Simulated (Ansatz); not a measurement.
## LiF: energy less free atoms and pressure against volume per atom

All results are calculated (Ansatz 0.2.0). Periodic Kohn-Sham DFT of a crystal at fixed atoms; pressure and stress are positive in compression; the energy is the free energy less that of spherical unpolarised free atoms; site moments are those in the method's own spheres, positive along +z.

Cell of the first row (space group Fm-3m, No. 225):
```
cell vectors (Å)
   0.0000     1.9729     1.9729
   1.9729     0.0000     1.9729
   1.9729     1.9729     0.0000
atoms (fractions of the cell vectors)
Li  0.00000  0.00000  0.00000
F   0.50000  0.50000  0.50000
```

Settings of every row: method all-electron LAPW; functional PBE; relativity scalar; k mesh 10x10x10; filling fermi-dirac; smearing width 0.03 eV; basis error target 1 meV/atom; nucleus gaussian.

Atom start moment: 0 on all atoms.

| row | volume per atom (Å³) | energy less free atoms (eV/atom) | pressure (GPa) |
| --- | --- | --- | --- |
| 1 | 7.679 | ? | ? |
| 2 | 7.761 | -4.8002 | 6.303 |
| 3 | 7.842 | -4.8032 | 5.356 |
| 4 | 8.006 | -4.8078 | 3.601 |
| 5 | 8.087 | -4.8094 | 2.789 |
| 6 | 8.169 | -4.8106 | 2.017 |
| 7 | 8.251 | -4.8115 | 1.282 |
| 8 | 8.333 | -4.8119 | 0.584 |
| 9 | 8.496 | -4.8119 | -0.711 |
| 10 | 8.578 | -4.8113 | -1.311 |
| 11 | 8.659 | -4.8105 | -1.882 |

Question: what energy less free atoms and pressure should row 1 give?

Worked fit of energy less free atoms. Take u = (V_r/V)^(2/3) − 1 with V_r = 8.21 Å³ an atom, which is twice the finite (Eulerian) strain; such expansions in the strain, on which the Birch-Murnaghan equation of state is built, carry the rest volume and the bulk modulus. The shown rows have u = 0.03821, 0.03104, 0.01692, 0.01011, 0.00334, -0.00332, -0.00986, -0.02257, -0.02881, -0.03487. Least squares give energy less free atoms = −4.8111 + 0.1268 × u + 4.134 × u² eV/atom; a straight line predicts inner rows, each left out in turn, worse (root mean square 0.002 against 3.9e-05 eV/atom). All shown rows lie on it to the printed digit. Its lowest point lies at u = -0.0153, or V = 8.403 Å³ an atom, and the curvature there gives the bulk modulus at fixed shape and fractions, B = (4/9)(1 + u)² E″(u)/V = 67.9 GPa. The withheld row has u = 0.04558, so the fit gives −4.8111 + 0.1268 × (0.04558) + 4.134 × (0.04558)² = -4.7967 eV/atom.

The calculation gave -4.7968 eV/atom. The fit lies 0.0001 eV/atom (0.66 % of the column's range) above it, one unit of the last digit. This row lies beyond the range of the fit.

Worked fit of pressure. Take u = (V_r/V)^(2/3) − 1 with V_r = 8.21 Å³ an atom, which is twice the finite (Eulerian) strain; such expansions in the strain, on which the Birch-Murnaghan equation of state is built, carry the rest volume and the bulk modulus. The shown rows have u = 0.03821, 0.03104, 0.01692, 0.01011, 0.00334, -0.00332, -0.00986, -0.02257, -0.02881, -0.03487. Least squares give pressure = 1.6445 + 110.89 × u + 284.6 × u² GPa; a straight line predicts inner rows, each left out in turn, worse (root mean square 0.13 against 0.0048 GPa). The rows lie off it by 0.006, -0.005, -0.001, -0.006, -0.001, 0.003, 0.005, 0.002, 0.003, -0.006 (root mean square 0.0043 GPa). The pressure vanishes at u = -0.0154, or V = 8.404 Å³ an atom, and there the bulk modulus at fixed shape and fractions is B = −V dP/dV = (2/3)(1 + u) dP/du = 67 GPa. The withheld row has u = 0.04558, so the fit gives 1.6445 + 110.89 × (0.04558) + 284.6 × (0.04558)² = 7.290 GPa.

The calculation gave 7.299 GPa. The fit lies 0.009 GPa (0.098 % of the column's range) below it; its largest miss of a shown row is 0.006 GPa. This row lies beyond the range of the fit.
